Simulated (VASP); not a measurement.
Wanted: the native input for a VASP 6.6.1 run.

| Quantity | Value |
| --- | --- |
| Task | relaxation of the atoms |
| Functional | PBE |
| Dispersion | D3(BJ) |
| Potentials or basis | VASP PAW PBE potentials, release 64 (Na_pv, I) |
| Cutoff | 600 eV |
| k mesh | 8 × 8 × 8 |
| Occupations | gaussian, width 0.03 eV |
| Spin | no spin polarisation |
| Further INCAR settings | ALGO = Fast; EDIFF = 1e-07; IBRION = 2; EDIFFG = -0.01; NSW = 40 |

The structure of NaI lies in POSCAR:

```
NaI                                     
1.0
    0.0000000000      3.2027949618      3.2027949618
    3.2027949618      0.0000000000      3.2027949618
    3.2027949618      3.2027949618      0.0000000000
  Na              I             
     1     1
Direct
     0.0000000000000000    0.0000000000000000    0.0000000000000000
     0.5000000000000000    0.5000000000000000    0.5000000000000000
```

The cell isn't the ideal one: a relaxed cell with its volume scaled by 1.02.

These files were run (other wordings do the same):

INCAR

```
ALGO = Fast ; EDIFF = 1E-7
EDIFFG = -0.01 ; ENCUT = 600
GGA = PE ; IBRION = 2
ISIF = 2 ; ISMEAR = 0
IVDW = 12 ; LASPH = True
LCHARG = False ; LREAL = False
LWAVE = False ; NELM = 80
NSW = 40 ; PREC = Accurate
SIGMA = 0.03
```

KPOINTS

```
k-points
0
Gamma
  8 8 8
```

Potentials or basis: VASP PAW PBE potentials, release 64 (Na_pv, I).

Command:

```console
$ cat potpaw_PBE.64/Na_pv/POTCAR potpaw_PBE.64/I/POTCAR > POTCAR
$ mpirun -np 1 vasp_std > vasp.out
```

Results of the run:

* Pressure after relaxing: -0.4 GPa
* Band gap on the k mesh: 3.73 eV, direct
* Dispersion energy per atom: -0.261 eV

Caveat: the relaxation stopped at its first step, so nothing moved; spin-orbit coupling is left out, which moves the levels of the heavy elements.

Wall time 17 s on 1 thread of AMD EPYC 9R14 (Zen 4), on a shared host, peak memory 0.19 GiB.
